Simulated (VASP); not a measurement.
## VO2: band structure with PBE

The system is VO2.

```xyz
6
Lattice="4.5865 0.0000 0.0000 0.0000 4.5865 0.0000 0.0000 0.0000 2.8415" Properties=species:S:1:pos:R:3 pbc="T T T"
V     4.5865    0.0000    0.0000
V     2.2933    2.2933    1.4208
O     1.3752    1.3752    0.0000
O     0.9181    3.6684    1.4208
O     3.2114    3.2114    0.0000
O     3.6684    0.9181    1.4208
```

- Program: VASP 6.6.1
- Task: band structure
- Functional: PBE
- Potentials or basis: VASP PAW PBE potentials, release 64 (V_sv, O)
- Cutoff: 520 eV
- k mesh: 8 × 8 × 14
- Occupations: methfessel-paxton, width 0.1 eV
- Spin: collinear spin, ferromagnetic start
- Starting moments: [1.0, 1.0, 0.0, 0.0, 0.0, 0.0] μB
- Further INCAR settings: ALGO = Normal; EDIFF = 1e-06; NBANDS = 38; AMIX = 0.2; BMIX = 0.0001

```yaml
Pressure: 0.3 GPa
Band_gap_along_the_path: none (metal or under the smearing width)
Net_moment: 2.00 μB per cell
Site_moments: V +1.05; O -0.05 μB
Valence_electrons_inside_the_program's_atomic_spheres: V 11.51; O 5.04
```

Levels at the corners of the path, in eV from the Fermi level:
Spin up:
| point | band 24 | band 25 | band 26 | band 27 | band 28 | band 29 |
| --- | --- | --- | --- | --- | --- | --- |
| Γ | -1.49 | -1.02 | -0.79 | -0.34 | -0.34 | -0.23 |
| X | -2.16 | -0.33 | -0.33 | 0.27 | 0.27 | 0.97 |
| X | -2.16 | -0.33 | -0.33 | 0.27 | 0.27 | 0.97 |
| M | -2.67 | -0.99 | -0.99 | -0.32 | -0.32 | 1.36 |
| M | -2.67 | -0.99 | -0.99 | -0.32 | -0.32 | 1.36 |
| Γ | -1.49 | -1.02 | -0.79 | -0.34 | -0.34 | -0.23 |
| Γ | -1.49 | -1.02 | -0.79 | -0.34 | -0.34 | -0.23 |
| Z | -3.09 | 0.39 | 0.39 | 0.55 | 0.55 | 1.01 |
| Z | -3.09 | 0.39 | 0.39 | 0.55 | 0.55 | 1.01 |
| R | -2.46 | -0.84 | -0.84 | 0.54 | 0.54 | 1.28 |
| R | -2.46 | -0.84 | -0.84 | 0.54 | 0.54 | 1.28 |
| A | -2.21 | 0.08 | 0.08 | 0.43 | 0.43 | 0.55 |
| A | -2.21 | 0.08 | 0.08 | 0.43 | 0.43 | 0.55 |
| Z | -3.09 | 0.39 | 0.39 | 0.55 | 0.55 | 1.01 |
| X | -2.16 | -0.33 | -0.33 | 0.27 | 0.27 | 0.97 |
| R | -2.46 | -0.84 | -0.84 | 0.54 | 0.54 | 1.28 |
| M | -2.67 | -0.99 | -0.99 | -0.32 | -0.32 | 1.36 |
| A | -2.21 | 0.08 | 0.08 | 0.43 | 0.43 | 0.55 |
Spin down:
| point | band 21 | band 22 | band 23 | band 24 | band 25 | band 26 | band 27 | band 28 |
| --- | --- | --- | --- | --- | --- | --- | --- | --- |
| Γ | -2.11 | -1.99 | -1.99 | -1.49 | 0.19 | 0.23 | 0.82 | 0.94 |
| X | -3.05 | -3.05 | -2.24 | -2.24 | 0.78 | 0.78 | 1.48 | 1.48 |
| X | -3.05 | -3.05 | -2.24 | -2.24 | 0.78 | 0.78 | 1.48 | 1.48 |
| M | -2.79 | -2.79 | -2.74 | -2.74 | 0.14 | 0.14 | 0.96 | 0.96 |
| M | -2.79 | -2.79 | -2.74 | -2.74 | 0.14 | 0.14 | 0.96 | 0.96 |
| Γ | -2.11 | -1.99 | -1.99 | -1.49 | 0.19 | 0.23 | 0.82 | 0.94 |
| Γ | -2.11 | -1.99 | -1.99 | -1.49 | 0.19 | 0.23 | 0.82 | 0.94 |
| Z | -3.84 | -3.84 | -3.06 | -3.06 | 1.37 | 1.37 | 1.75 | 1.75 |
| Z | -3.84 | -3.84 | -3.06 | -3.06 | 1.37 | 1.37 | 1.75 | 1.75 |
| R | -3.57 | -3.57 | -2.57 | -2.57 | 0.33 | 0.33 | 1.73 | 1.73 |
| R | -3.57 | -3.57 | -2.57 | -2.57 | 0.33 | 0.33 | 1.73 | 1.73 |
| A | -2.83 | -2.83 | -2.23 | -2.23 | 1.05 | 1.05 | 1.47 | 1.47 |
| A | -2.83 | -2.83 | -2.23 | -2.23 | 1.05 | 1.05 | 1.47 | 1.47 |
| Z | -3.84 | -3.84 | -3.06 | -3.06 | 1.37 | 1.37 | 1.75 | 1.75 |
| X | -3.05 | -3.05 | -2.24 | -2.24 | 0.78 | 0.78 | 1.48 | 1.48 |
| R | -3.57 | -3.57 | -2.57 | -2.57 | 0.33 | 0.33 | 1.73 | 1.73 |
| M | -2.79 | -2.79 | -2.74 | -2.74 | 0.14 | 0.14 | 0.96 | 0.96 |
| A | -2.83 | -2.83 | -2.23 | -2.23 | 1.05 | 1.05 | 1.47 | 1.47 |

Run time: 5.8 min on 2 MPI ranks on Intel(R) Xeon(R) Platinum 8488C (Sapphire Rapids), with other jobs on the host, peak memory 0.69 GiB a rank.

Caveat: semilocal functionals often make such compounds metallic where correlation or magnetic order opens a gap, which also shifts bond lengths.
